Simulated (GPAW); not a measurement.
# HfC (Fm-3m) in GPAW: convergence with plane-wave cutoff (eV)

Aim: find how far plane-wave cutoff (eV) must go before the results for HfC settle, at r2SCAN. This setting moves, with any that are tied to it; all else stays.

Everything below comes from runs of GPAW 26.7.0. Logs are shortened: lines on timing, memory, paths and dates and some standing lists are left out, and cuts for length are marked. The log counts tension as positive stress, the text compression.

### Step 1. Starting point

The structure is cubic, space group Fm-3m (No. 225). Conventional cell: a = 4.650 Å, b = 4.650 Å, c = 4.650 Å, α = 90.00°, β = 90.00°, γ = 90.00°. Hf (site symmetry m-3m) has 6 C at 2.33 Å as nearest neighbours. C (site symmetry m-3m) has 6 Hf at 2.33 Å as nearest neighbours.

### Step 2. With plane-wave cutoff (eV) 300

The input, run.py:

```python
from ase import Atoms
from ase.dft.bandgap import bandgap
from ase.io import write
from ase.units import GPa
from gpaw import GPAW, PW

atoms = Atoms(['Hf', 'C'],
              cell=[[0.0, 2.325, 2.325],
                    [2.325, 0.0, 2.325],
                    [2.325, 2.325, 0.0]],
              scaled_positions=[[0.5, 0.5, 0.5],
                                [0.0, 0.0, 0.0]],
              pbc=True)

calc = GPAW(mode=PW(300),
            xc='MGGA_X_R2SCAN+MGGA_C_R2SCAN',
            kpts={'size': (10, 10, 10), 'gamma': True},
            occupations={'name': 'fermi-dirac', 'width': 0.05},
            nbands=18,
            convergence={'density': 1e-05, 'energy': 1e-05},
            maxiter=100,
            txt='gpaw.txt')
atoms.calc = calc
energy = atoms.get_potential_energy()
forces = atoms.get_forces()
stress = atoms.get_stress()
calc.write('gs.gpw')
write('result.traj', atoms)
print(f'Energy: {energy:.6f} eV')
print('Forces (eV/A):')
print(forces.round(4))
print('Stress (GPa):', (stress / GPa).round(3))
print('Fermi level:', round(calc.get_fermi_level(), 4), 'eV')
print(f'Gap: {bandgap(calc)[0]:.4f} eV, direct: {bandgap(calc, direct=True)[0]:.4f} eV')
```

Potentials or basis: GPAW PAW data sets (gpaw-data 1.2.1), pw.

On the command line:

```sh
OMP_NUM_THREADS=1 python run.py
```

It took 10 s on 1 thread of Intel Xeon 6975P-C (Granite Rapids), shared host; peak memory 0.25 GiB.

Results:

```yaml
Free_energy: -31.8519 eV
Pressure: -14.6 GPa
Band_gap_on_the_k_mesh: none (metal or under the smearing width)
```

### Step 3. With plane-wave cutoff (eV) 350

Edit run.py of step 2 so:

```diff
@@ -14,3 +14,3 @@
 
-calc = GPAW(mode=PW(300),
+calc = GPAW(mode=PW(350),
             xc='MGGA_X_R2SCAN+MGGA_C_R2SCAN',
```

Potentials or basis: GPAW PAW data sets (gpaw-data 1.2.1), pw.

On the command line:

```sh
OMP_NUM_THREADS=1 python run.py
```

Run time: 11 s. Hardware: 1 thread of Intel Xeon 6975P-C (Granite Rapids), shared host; peak memory 0.25 GiB.

What came out:

```yaml
Free_energy: -32.2488 eV
Pressure: -7.1 GPa
Band_gap_on_the_k_mesh: none (metal or under the smearing width)
```

### Step 4. With plane-wave cutoff (eV) 400

Edit run.py of step 3 so:

```diff
@@ -14,3 +14,3 @@
 
-calc = GPAW(mode=PW(350),
+calc = GPAW(mode=PW(400),
             xc='MGGA_X_R2SCAN+MGGA_C_R2SCAN',
```

On the command line:

```sh
OMP_NUM_THREADS=1 python run.py
```

Wall time 13 s (1 thread of Intel Xeon 6975P-C (Granite Rapids), shared host); peak memory 0.26 GiB.

Results:

```yaml
Free_energy: -32.4092 eV
Pressure: -2.9 GPa
Band_gap_on_the_k_mesh: none (metal or under the smearing width)
```

### Step 5. With plane-wave cutoff (eV) 500

Edit run.py of step 4 so:

```diff
@@ -14,3 +14,3 @@
 
-calc = GPAW(mode=PW(400),
+calc = GPAW(mode=PW(500),
             xc='MGGA_X_R2SCAN+MGGA_C_R2SCAN',
```

On the command line:

```sh
OMP_NUM_THREADS=1 python run.py
```

Wall time 23 s (1 thread of Intel Xeon 6975P-C (Granite Rapids), shared host); peak memory 0.27 GiB.

Results:

```
Free energy            : -32.4774 eV
Pressure               : -0.4 GPa
Band gap on the k mesh : none (metal or under the smearing width)
```

### Step 6. With plane-wave cutoff (eV) 600

Edit run.py of step 5 so:

```diff
@@ -14,3 +14,3 @@
 
-calc = GPAW(mode=PW(500),
+calc = GPAW(mode=PW(600),
             xc='MGGA_X_R2SCAN+MGGA_C_R2SCAN',
```

Potentials or basis: GPAW PAW data sets (gpaw-data 1.2.1), pw.

On the command line:

```sh
OMP_NUM_THREADS=1 python run.py
```

Wall time 19 s (1 thread of Intel Xeon 6975P-C (Granite Rapids), shared host); peak memory 0.28 GiB.

Results (log left out):

| Property | Result |
| --- | --- |
| Free energy | -32.4825 eV |
| Pressure | -0.1 GPa |
| Band gap on the k mesh | none (metal or under the smearing width) |

### Step 7. With plane-wave cutoff (eV) 700

Edit run.py of step 6 so:

```diff
@@ -14,3 +14,3 @@
 
-calc = GPAW(mode=PW(600),
+calc = GPAW(mode=PW(700),
             xc='MGGA_X_R2SCAN+MGGA_C_R2SCAN',
```

On the command line:

```sh
OMP_NUM_THREADS=1 python run.py
```

Wall time 36 s (1 thread of Intel Xeon 6975P-C (Granite Rapids), shared host); peak memory 0.28 GiB.

It converged, with:

```
Free energy            : -32.4863 eV
Pressure               : -0.2 GPa
Band gap on the k mesh : none (metal or under the smearing width)
```

### Step 8. With plane-wave cutoff (eV) 800

Edit run.py of step 7 so:

```diff
@@ -14,3 +14,3 @@
 
-calc = GPAW(mode=PW(700),
+calc = GPAW(mode=PW(800),
             xc='MGGA_X_R2SCAN+MGGA_C_R2SCAN',
```

On the command line:

```sh
OMP_NUM_THREADS=1 python run.py
```

Run time: 40 s. Hardware: 1 thread of Intel Xeon 6975P-C (Granite Rapids), shared host; peak memory 0.3 GiB.

The run converged. Its results:

| Property | Result |
| --- | --- |
| Free energy | -32.4924 eV |
| Pressure | -0.2 GPa |
| Band gap on the k mesh | none (metal or under the smearing width) |

### Step 9. With plane-wave cutoff (eV) 1000

Edit run.py of step 8 so:

```diff
@@ -14,3 +14,3 @@
 
-calc = GPAW(mode=PW(800),
+calc = GPAW(mode=PW(1000),
             xc='MGGA_X_R2SCAN+MGGA_C_R2SCAN',
```

Potentials or basis: GPAW PAW data sets (gpaw-data 1.2.1), pw.

On the command line:

```sh
OMP_NUM_THREADS=1 python run.py
```

Wall time 42 s (1 thread of Intel Xeon 6975P-C (Granite Rapids), shared host); peak memory 0.31 GiB.

The run converged. Its results:

| Quantity | Value |
| --- | --- |
| Free energy | -32.5016 eV |
| Pressure | -0.1 GPa |
| Band gap on the k mesh | none (metal or under the smearing width) |

### Step 10. With plane-wave cutoff (eV) 1200

Edit run.py of step 9 so:

```diff
@@ -14,3 +14,3 @@
 
-calc = GPAW(mode=PW(1000),
+calc = GPAW(mode=PW(1200),
             xc='MGGA_X_R2SCAN+MGGA_C_R2SCAN',
```

Potentials or basis: GPAW PAW data sets (gpaw-data 1.2.1), pw.

On the command line:

```sh
OMP_NUM_THREADS=1 python run.py
```

gpaw.txt:

```text
__  _  _
 | _ |_)|_||  |
 |__||  | ||/\| - 26.7.0

Input parameters:
  mode=PW(ecut=1200.0),
  convergence={'density': 1e-05, 'energy': 1e-05},
  kpts=MonkhorstPack(size=(10, 10, 10), gamma=True),
  maxiter=100,
  nbands=18,
  occupations=Occupations(name='fermi-dirac', width=0.05),
  xc=XC(name='MGGA_X_R2SCAN+MGGA_C_R2SCAN')

Diagonalizing LCAO Hamiltonian
Converting LCAO to pw mode

               Hf

       C

Atoms  # Å, Bohr magnetons
|   | symbol |        x |        y |        z |    initial magnetic moments |
|---|--------|----------|----------|----------|-----------------------------|
| 0 |     Hf | 2.325000 | 2.325000 | 2.325000 | ( 0.0000,  0.0000,  0.0000) |
| 1 |      C | 0.000000 | 0.000000 | 0.000000 | ( 0.0000,  0.0000,  0.0000) |

Unit cell  # Å
| periodic |        x |        y |        z |  lengths |    angles |
|----------|----------|----------|----------|----------|-----------|
|      yes | 0.000000 | 2.325000 | 2.325000 | 3.288047 | 60.000000 |
|      yes | 2.325000 | 0.000000 | 2.325000 | 3.288047 | 60.000000 |
|      yes | 2.325000 | 2.325000 | 0.000000 | 3.288047 | 60.000000 |

Number of symmetries: 48
Symmetry operations  # r_c * U_cc + t_c -> r_c
|    | kind |            matrix            |
|----|------|------------------------------|
|  0 |  σ   |  1, 0, 0,  1, 0,-1,  1,-1, 0 |
|  1 |  C2  |  1, 0, 0,  1,-1, 0,  1, 0,-1 |
|  2 |  E   |  1, 0, 0,  0, 1, 0,  0, 0, 1 |
|  3 |  σ   |  1, 0, 0,  0, 0, 1,  0, 1, 0 |
|  4 |  C4  |  1, 0,-1,  1, 0, 0,  1,-1, 0 |
|  5 |  S6  |  1, 0,-1,  1,-1, 0,  1, 0, 0 |
|  6 |  σ   |  1, 0,-1,  0, 1,-1,  0, 0,-1 |
|  7 |  C3  |  1, 0,-1,  0, 0,-1,  0, 1,-1 |
|  8 |  S6  |  1,-1, 0,  1, 0, 0,  1, 0,-1 |
|  9 |  C4  |  1,-1, 0,  1, 0,-1,  1, 0, 0 |
| 10 |  C3  |  1,-1, 0,  0,-1, 1,  0,-1, 0 |
| 11 |  σ   |  1,-1, 0,  0,-1, 0,  0,-1, 1 |
| 12 |  σ   |  0, 1, 0,  1, 0, 0,  0, 0, 1 |
| 13 |  C4  |  0, 1, 0,  0, 1,-1, -1, 1, 0 |
| 14 |  C3  |  0, 1, 0,  0, 0, 1,  1, 0, 0 |
| 15 |  S6  |  0, 1, 0, -1, 1, 0,  0, 1,-1 |
| 16 |  C2  |  0, 1,-1,  1, 0,-1,  0, 0,-1 |
| 17 |  σ   |  0, 1,-1,  0, 1, 0, -1, 1, 0 |
[... 145 lines left out ...]

occupation numbers:
  Fermi-Dirac:
    width: 0.0500  # eV

poisson solver:
  ecut: 9600.0  # eV

xc functional:
  name: MGGA_X_R2SCAN+MGGA_C_R2SCAN with 2 nearest neighbor stencil

convergence criteria:
- Maximum integral of absolute [dens]ity change: 1e-05 electrons / valence electron
- Maximum [total energy] change in last 3 cyles: 1e-05 eV / valence electron
- Maximum integral of absolute [eigenst]ate change: 4e-08 eV^2 / valence electron
maximum number of iterations: 100

SCF iterations
|iter     | |      energy | eigst |  dens |
|---------|-|-------------|-------|-------|
|iter:   1| |  -36.365666 | -0.22 |       |
|iter:   2| |  -33.412200 | -1.47 | -0.83 |
|iter:   3| |  -32.475740 | -1.26 | -0.88 |
|iter:   4| |  -32.486964 | -2.26 | -1.55 |
|iter:   5| |  -32.503759 | -2.82 | -1.81 |
|iter:   6| |  -32.503679 | -4.87 | -2.79 |
|iter:   7| |  -32.503697c| -5.54 | -3.29 |
|iter:   8| |  -32.503704c| -6.13 | -3.95 |
|iter:   9| |  -32.503704c| -7.98c| -4.80 |
|iter:  10| |  -32.503704c| -8.12c| -5.22c|

Converged in 10 steps
Energy contributions relative to reference atoms: (reference = -410913.743391)

Energy contributions:
  Kinetic:          28.438172
  Coulomb:         -28.399380
  Zero:             -0.451853
  External:          0.000000
  Xc:              -32.089635
  Entropy:          -0.002017
  Spinorbit:         0.000000
  ----------------------------
  Free energy:     -32.504713
  Extrapolated:    -32.503704

dipole moment: (-9.247370, -9.247370, -9.247370)  # |e|*Ang

Fermi level: 11.010
Eigenvalues  # (at kpt = [0.000, 0.000, 0.000])
| band index |      eig [eV] | occ [0-2] |
|------------|---------------|-----------|
|          0 |       -51.934 |     2.000 |
|          1 |       -19.882 |     2.000 |
|          2 |       -19.882 |     2.000 |
|          3 |       -19.882 |     2.000 |
|          4 |        -2.064 |     2.000 |
|          5 |        11.965 |     0.000 |
|          6 |        11.965 |     0.000 |
|          7 |        11.965 |     0.000 |
|          8 |        12.554 |     0.000 |
|          9 |        12.554 |     0.000 |
|         10 |        12.554 |     0.000 |
|         11 |        14.431 |     0.000 |
|         12 |        14.431 |     0.000 |
|        ... |               |           |
|         17 |        35.826 |     0.000 |

No gap
No difference between direct/indirect transitions

Forces  # eV/Ang
|        x |       y |       z |
|----------|---------|---------|
| -0.00000 | 0.00000 | 0.00000 |  # Hf   0
|  0.00000 | 0.00000 | 0.00000 |  # C    1

Stress tensor  # eV/Ang^3
|         x |         y |         z |
|-----------|-----------|-----------|
|  0.000448 | -0.000000 | -0.000000 |
| -0.000000 |  0.000448 |  0.000000 |
| -0.000000 |  0.000000 |  0.000448 |

# Writing to gs.gpw (mode='')
```

Wall time 77 s (1 thread of Intel Xeon 6975P-C (Granite Rapids), shared host); peak memory 0.34 GiB.

What came out:

```
Free energy            : -32.5047 eV
Pressure               : -0.1 GPa
Band gap on the k mesh : none (metal or under the smearing width)
```

### Step 11. The series at a glance

```tsv
plane-wave cutoff (eV)	energy less the tightest run, at zero smearing (meV/atom)	pressure (GPa)	SCF cycles	CPU time (s)	peak memory (GiB)
300	326.40	-14.58	10	10	0.25
350	127.96	-7.09	10	11	0.25
400	47.76	-2.95	10	13	0.26
500	13.65	-0.36	10	23	0.27
600	11.11	-0.08	10	19	0.28
700	9.23	-0.18	10	36	0.28
800	6.13	-0.23	10	40	0.3
1000	1.57	-0.15	10	42	0.31
1200	0.00	-0.07	10	77	0.34
```

Against the tightest run, the pressure stays within 0.1 GPa from 1000 on. Not settled before the last step: the energy (to 1 meV/atom). The tightest run that finished is the yardstick and may itself not be fully converged.

Caveats: the PAW data sets were made with another functional, which shifts forces and pressure a little.
